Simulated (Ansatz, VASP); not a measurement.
**MgI2 in VASP and in Ansatz**

File INCAR:

```
PREC = Accurate
ENCUT = 520
EDIFF = 1E-6
ISMEAR = 0
SIGMA = 0.05
LREAL = False
LASPH = True
NELM = 80
ALGO = Normal
ISIF = 2
LWAVE = False
LCHARG = True
GGA = PE
LELF = True
LVHAR = True
NBANDS = 15
```

File KPOINTS:

```
Automatic mesh
0
Gamma
  6 6 4
```

POSCAR

```
MgI2
1.0
    4.0290891177      0.0000000000      0.0000000000
   -2.0145445589      3.4892935301      0.0000000000
    0.0000000000      0.0000000000      6.8620000000
Mg I
1 2
Direct
    0.0000000000      0.0000000000      0.0000000000
    0.3333333333      0.6666666667      0.7576300000
    0.6666666667      0.3333333333      0.2423700000
```

Input for Ansatz:

```yaml
crystal:
  lattice:
    - [4.0290891177, 0.0, 0.0]
    - [-2.0145445589, 3.4892935301, 0.0]
    - [0.0, 0.0, 6.862]
  atoms:
    - { symbol: Mg, position: [0.0, 0.0, 0.0] }
    - { symbol: I, position: [0.3333333333, 0.6666666667, 0.75763] }
    - { symbol: I, position: [0.6666666667, 0.3333333333, 0.24237] }
basis:
  ecutwfc: 420
kpoints:
  mp_grid: { grid: [6, 6, 4] }
hamiltonian:
  xc: pbe
scf:
  occupations: { method: gaussian, width: 0.05 }
output:
  forces: true
  stress: true
  eigenvalues: true
```

Change from the starting cell: strain -0.030 along x and y, +0.000 along z, atoms carried along.

Alike in both runs: task single point; functional PBE; k mesh 6 × 6 × 4; occupations gaussian, width 0.05 eV; no spin polarisation.

|  | VASP | Ansatz |
| --- | --- | --- |
| version | VASP 6.6.1 | Ansatz 0.2.0 |
| potentials or method | VASP PAW PBE potentials, release 64 (Mg, I) | scalar-relativistic, plane waves, PAW |
| plane-wave cutoff (eV) | 520 | 420 |
| valence electrons in the cell | 16 | 44 |

|  | VASP | Ansatz | Ansatz less VASP |
| --- | --- | --- | --- |
| gap on the k mesh at the Fermi level (eV) | 3.56 | 3.58 | +0.017 |
| least direct gap on the mesh (eV) | 4.01 | 4.03 | +0.013 |
| pressure (GPa) | 3.5 | 3.6 | +0.06 |
| largest component of the traceless stress (GPa) | 0.59 | 0.60 | +0.007 |
| rms of the force components (eV/Å) | 0.126 | 0.130 | +0.0042 |

Atom by atom the forces differ by 0.004 eV/Å (rms over components). The two sets of potentials don't hold the same shells in valence.

Caveats: spin-orbit coupling is left out, which moves the levels of the heavy elements; this functional lacks dispersion, which binds the layers, so the pressure and a relaxed spacing across them are unreliable. A k mesh can miss the band edges.
